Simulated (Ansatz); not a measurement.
Born–Oppenheimer molecular dynamics of a periodic cell of 12 atoms, TaN (start crystal TaN, start structure P6/mmm, volume 1.05 times the crystal's). It starts from a structure without forces on its atoms.

All numbers below come from DFT PBE, scalar-relativistic, plane waves, PAW in Ansatz. Settings: PAW set soft_1, cutoff 420 eV, k mesh 2x2x2, fermi-dirac smearing 0.17 eV, no spin polarisation.

| Quantity | Value |
| --- | --- |
| ensemble | NVT, Langevin thermostat |
| time step | 1 fs |
| steps asked | 580 |
| set temperature | 300 K |
| friction | 0.02 /fs |
| temperature schedule | 580 steps to 2000 K |
| seed | 736788 |

Frames 2 fs apart, positions in Å, forces in eV/Å.

Velocities at 300.0 fs (Å/ps):

```
Ta 1.39 4.70 0.11
Ta -2.38 2.13 -0.59
Ta -0.92 -0.43 -0.72
N -3.23 3.08 9.75
N 7.75 5.18 10.21
N -6.76 5.47 1.42
Ta -0.35 -1.45 -1.95
Ta -2.69 -2.67 -0.09
Ta -2.75 0.29 1.94
N -8.96 8.73 -7.62
N -8.73 6.79 -14.08
N 3.43 -0.98 15.06
```

```xyz
12
Lattice="5.2761 0.0000 0.0000 -2.6381 4.5692 0.0000 0.0000 0.0000 5.9114" Properties=species:S:1:pos:R:3:forces:R:3 time_fs=300.0 energy_less_start_eV=-3.752 T=952
Ta 0.270 0.234 -0.080 -3.04 -2.65 0.01
Ta 0.087 3.142 1.280 1.89 1.35 3.12
Ta 2.769 1.640 1.424 0.21 0.38 -1.51
N 3.394 0.160 -0.146 0.25 0.33 0.63
N 1.179 1.911 -0.129 1.56 2.32 0.41
N -1.394 3.001 -0.063 -1.55 -1.36 -0.73
Ta 0.258 0.200 2.932 -3.01 -2.35 -0.83
Ta 0.113 3.140 4.367 1.03 1.94 -1.50
Ta 2.829 1.771 4.323 -0.52 -1.59 1.08
N 3.330 0.289 2.894 1.19 -2.34 0.04
N 1.128 1.894 2.948 1.65 2.46 -0.93
N -1.449 2.871 2.826 0.32 1.51 0.19
12
Lattice="5.2761 0.0000 0.0000 -2.6381 4.5692 0.0000 0.0000 0.0000 5.9114" Properties=species:S:1:pos:R:3:forces:R:3 time_fs=302.0 energy_less_start_eV=-3.749 T=1040
Ta 0.273 0.243 -0.080 -3.12 -2.50 0.04
Ta 0.083 3.147 1.279 1.81 1.36 3.19
Ta 2.766 1.637 1.424 0.25 0.75 -1.47
N 3.388 0.166 -0.126 0.31 0.26 0.38
N 1.194 1.922 -0.109 1.24 2.17 0.17
N -1.411 3.010 -0.059 -1.24 -1.50 -0.77
Ta 0.258 0.198 2.928 -3.02 -2.08 -0.74
Ta 0.107 3.136 4.366 1.11 2.04 -1.29
Ta 2.823 1.772 4.328 -0.65 -1.57 1.04
N 3.310 0.304 2.876 1.43 -2.65 0.38
N 1.112 1.908 2.917 1.73 2.21 -0.62
N -1.443 2.873 2.860 0.15 1.51 -0.33
12
Lattice="5.2761 0.0000 0.0000 -2.6381 4.5692 0.0000 0.0000 0.0000 5.9114" Properties=species:S:1:pos:R:3:forces:R:3 time_fs=304.0 energy_less_start_eV=-3.745 T=1029
Ta 0.276 0.251 -0.080 -3.18 -2.28 0.08
Ta 0.077 3.151 1.277 1.70 1.41 3.19
Ta 2.765 1.634 1.425 0.26 1.10 -1.45
N 3.385 0.174 -0.106 0.32 0.17 0.14
N 1.204 1.939 -0.087 0.98 1.88 -0.11
N -1.433 3.016 -0.058 -0.82 -1.57 -0.73
Ta 0.257 0.197 2.925 -2.99 -1.78 -0.69
Ta 0.100 3.134 4.365 1.24 2.10 -1.08
Ta 2.817 1.774 4.334 -0.76 -1.56 0.93
N 3.293 0.308 2.857 1.61 -2.80 0.77
N 1.101 1.921 2.887 1.73 1.97 -0.29
N -1.436 2.881 2.892 -0.08 1.35 -0.77
12
Lattice="5.2761 0.0000 0.0000 -2.6381 4.5692 0.0000 0.0000 0.0000 5.9114" Properties=species:S:1:pos:R:3:forces:R:3 time_fs=306.0 energy_less_start_eV=-3.763 T=1145
Ta 0.278 0.259 -0.080 -3.18 -2.00 0.11
Ta 0.072 3.155 1.277 1.53 1.44 3.10
Ta 2.765 1.632 1.425 0.31 1.33 -1.32
N 3.387 0.175 -0.085 0.24 0.15 -0.12
N 1.215 1.958 -0.070 0.66 1.50 -0.33
N -1.462 3.020 -0.062 -0.25 -1.61 -0.58
Ta 0.254 0.195 2.921 -2.85 -1.38 -0.62
Ta 0.093 3.131 4.364 1.42 2.19 -0.86
Ta 2.810 1.776 4.340 -0.80 -1.61 0.79
N 3.285 0.302 2.843 1.67 -2.72 1.02
N 1.096 1.938 2.856 1.64 1.57 0.06
N -1.428 2.892 2.926 -0.38 1.15 -1.25
12
Lattice="5.2761 0.0000 0.0000 -2.6381 4.5692 0.0000 0.0000 0.0000 5.9114" Properties=species:S:1:pos:R:3:forces:R:3 time_fs=308.0 energy_less_start_eV=-3.766 T=1042
Ta 0.279 0.266 -0.079 -3.14 -1.73 0.10
Ta 0.068 3.159 1.277 1.28 1.42 2.94
Ta 2.766 1.631 1.422 0.37 1.41 -1.10
N 3.388 0.169 -0.067 0.20 0.25 -0.34
N 1.228 1.979 -0.059 0.29 1.04 -0.46
N -1.494 3.017 -0.073 0.38 -1.53 -0.29
Ta 0.251 0.192 2.916 -2.70 -0.97 -0.53
Ta 0.087 3.129 4.364 1.61 2.26 -0.68
Ta 2.803 1.778 4.348 -0.86 -1.73 0.59
N 3.282 0.289 2.833 1.63 -2.48 1.14
N 1.089 1.957 2.822 1.56 1.08 0.44
N -1.426 2.900 2.964 -0.60 0.99 -1.81
12
Lattice="5.2761 0.0000 0.0000 -2.6381 4.5692 0.0000 0.0000 0.0000 5.9114" Properties=species:S:1:pos:R:3:forces:R:3 time_fs=310.0 energy_less_start_eV=-3.759 T=916
Ta 0.279 0.270 -0.079 -2.98 -1.41 0.07
Ta 0.066 3.164 1.278 1.10 1.37 2.76
Ta 2.767 1.629 1.419 0.44 1.42 -0.90
N 3.382 0.159 -0.051 0.27 0.39 -0.55
N 1.248 2.003 -0.057 -0.24 0.46 -0.45
N -1.515 3.010 -0.086 0.81 -1.35 -0.01
Ta 0.248 0.189 2.911 -2.48 -0.48 -0.47
Ta 0.083 3.127 4.366 1.81 2.33 -0.62
Ta 2.796 1.779 4.354 -0.85 -1.82 0.35
N 3.287 0.275 2.829 1.49 -2.19 1.16
N 1.088 1.981 2.788 1.41 0.46 0.86
N -1.426 2.910 2.993 -0.78 0.80 -2.22
12
Lattice="5.2761 0.0000 0.0000 -2.6381 4.5692 0.0000 0.0000 0.0000 5.9114" Properties=species:S:1:pos:R:3:forces:R:3 time_fs=312.0 energy_less_start_eV=-3.721 T=902
Ta 0.278 0.273 -0.078 -2.85 -1.10 0.06
Ta 0.064 3.168 1.278 0.95 1.32 2.64
Ta 2.767 1.629 1.417 0.54 1.36 -0.67
N 3.370 0.150 -0.035 0.44 0.55 -0.77
N 1.268 2.027 -0.057 -0.76 -0.07 -0.41
N -1.534 3.007 -0.092 1.15 -1.26 0.16
Ta 0.244 0.185 2.905 -2.27 -0.07 -0.41
Ta 0.080 3.124 4.369 1.88 2.41 -0.62
Ta 2.788 1.780 4.362 -0.74 -1.87 0.10
N 3.299 0.256 2.830 1.24 -1.81 1.08
N 1.091 2.002 2.757 1.25 -0.10 1.30
N -1.430 2.917 3.013 -0.83 0.64 -2.45
12
Lattice="5.2761 0.0000 0.0000 -2.6381 4.5692 0.0000 0.0000 0.0000 5.9114" Properties=species:S:1:pos:R:3:forces:R:3 time_fs=314.0 energy_less_start_eV=-3.657 T=894
Ta 0.275 0.275 -0.078 -2.67 -0.73 0.09
Ta 0.062 3.173 1.278 0.80 1.30 2.60
Ta 2.768 1.627 1.416 0.66 1.28 -0.40
N 3.362 0.145 -0.014 0.55 0.64 -1.06
N 1.285 2.056 -0.049 -1.21 -0.65 -0.50
N -1.550 3.008 -0.095 1.45 -1.21 0.26
Ta 0.241 0.182 2.900 -2.09 0.33 -0.36
Ta 0.077 3.121 4.372 1.92 2.49 -0.65
Ta 2.781 1.780 4.370 -0.63 -1.83 -0.14
N 3.310 0.229 2.839 0.99 -1.31 0.89
N 1.100 2.023 2.726 1.02 -0.65 1.76
N -1.438 2.929 3.022 -0.80 0.34 -2.49
12
Lattice="5.2761 0.0000 0.0000 -2.6381 4.5692 0.0000 0.0000 0.0000 5.9114" Properties=species:S:1:pos:R:3:forces:R:3 time_fs=316.0 energy_less_start_eV=-3.548 T=1004
Ta 0.270 0.278 -0.077 -2.49 -0.44 0.16
Ta 0.060 3.178 1.279 0.70 1.28 2.63
Ta 2.767 1.626 1.415 0.79 1.25 -0.11
N 3.358 0.148 0.007 0.59 0.63 -1.35
N 1.297 2.083 -0.038 -1.50 -1.14 -0.65
N -1.566 3.009 -0.092 1.69 -1.14 0.28
Ta 0.236 0.179 2.896 -1.88 0.76 -0.28
Ta 0.073 3.117 4.376 1.94 2.58 -0.70
Ta 2.776 1.780 4.379 -0.56 -1.77 -0.33
N 3.324 0.206 2.860 0.71 -0.87 0.61
N 1.119 2.045 2.700 0.62 -1.17 2.21
N -1.451 2.941 3.030 -0.61 0.04 -2.47
12
Lattice="5.2761 0.0000 0.0000 -2.6381 4.5692 0.0000 0.0000 0.0000 5.9114" Properties=species:S:1:pos:R:3:forces:R:3 time_fs=318.0 energy_less_start_eV=-3.424 T=1018
Ta 0.264 0.281 -0.077 -2.37 -0.23 0.23
Ta 0.057 3.184 1.279 0.67 1.24 2.69
Ta 2.768 1.622 1.413 0.89 1.29 0.18
N 3.356 0.156 0.023 0.60 0.51 -1.58
N 1.301 2.103 -0.028 -1.64 -1.45 -0.77
N -1.579 3.011 -0.084 1.86 -1.10 0.24
Ta 0.233 0.176 2.891 -1.71 1.15 -0.18
Ta 0.069 3.112 4.379 1.94 2.66 -0.70
Ta 2.770 1.781 4.389 -0.48 -1.68 -0.53
N 3.341 0.186 2.885 0.41 -0.48 0.30
N 1.141 2.068 2.683 0.18 -1.62 2.54
N -1.466 2.954 3.035 -0.36 -0.27 -2.42
12
Lattice="5.2761 0.0000 0.0000 -2.6381 4.5692 0.0000 0.0000 0.0000 5.9114" Properties=species:S:1:pos:R:3:forces:R:3 time_fs=320.0 energy_less_start_eV=-3.329 T=987
Ta 0.258 0.284 -0.075 -2.20 -0.13 0.25
Ta 0.055 3.192 1.282 0.76 1.17 2.70
Ta 2.767 1.617 1.410 1.00 1.41 0.40
N 3.353 0.171 0.032 0.61 0.23 -1.73
N 1.300 2.123 -0.024 -1.66 -1.70 -0.82
N -1.577 3.010 -0.076 1.72 -1.00 0.16
Ta 0.229 0.173 2.886 -1.53 1.45 -0.04
Ta 0.062 3.108 4.380 2.00 2.71 -0.68
Ta 2.763 1.782 4.396 -0.41 -1.62 -0.63
N 3.358 0.164 2.910 0.07 -0.12 -0.01
N 1.170 2.085 2.671 -0.33 -1.91 2.77
N -1.484 2.963 3.039 -0.03 -0.51 -2.39
12
Lattice="5.2761 0.0000 0.0000 -2.6381 4.5692 0.0000 0.0000 0.0000 5.9114" Properties=species:S:1:pos:R:3:forces:R:3 time_fs=322.0 energy_less_start_eV=-3.306 T=1004
Ta 0.250 0.285 -0.074 -1.98 -0.12 0.28
Ta 0.054 3.200 1.288 0.93 1.07 2.70
Ta 2.763 1.612 1.409 1.14 1.58 0.59
N 3.352 0.193 0.036 0.59 -0.15 -1.81
N 1.297 2.137 -0.022 -1.65 -1.85 -0.80
N -1.563 3.007 -0.069 1.39 -0.82 0.08
Ta 0.223 0.170 2.880 -1.29 1.59 0.12
Ta 0.057 3.106 4.380 2.05 2.73 -0.65
Ta 2.757 1.783 4.400 -0.29 -1.55 -0.66
N 3.378 0.143 2.934 -0.32 0.19 -0.29
N 1.196 2.093 2.675 -0.84 -2.03 2.78
N -1.499 2.966 3.039 0.26 -0.63 -2.33
```

Of the whole run (580 fs, mean temperature of the second half 1391 K): The schedule's set-point averaged 1575 K over the second half and the system 1391 K. A run of 0.58 ps of so small a system gives no equilibrium averages. Limits of this set-up: coarse k mesh.

Run time: 30 min on 1 thread of AMD EPYC 7R43 64-Core Processor (Zen 3) (shared host), peak memory 0.55 GiB.
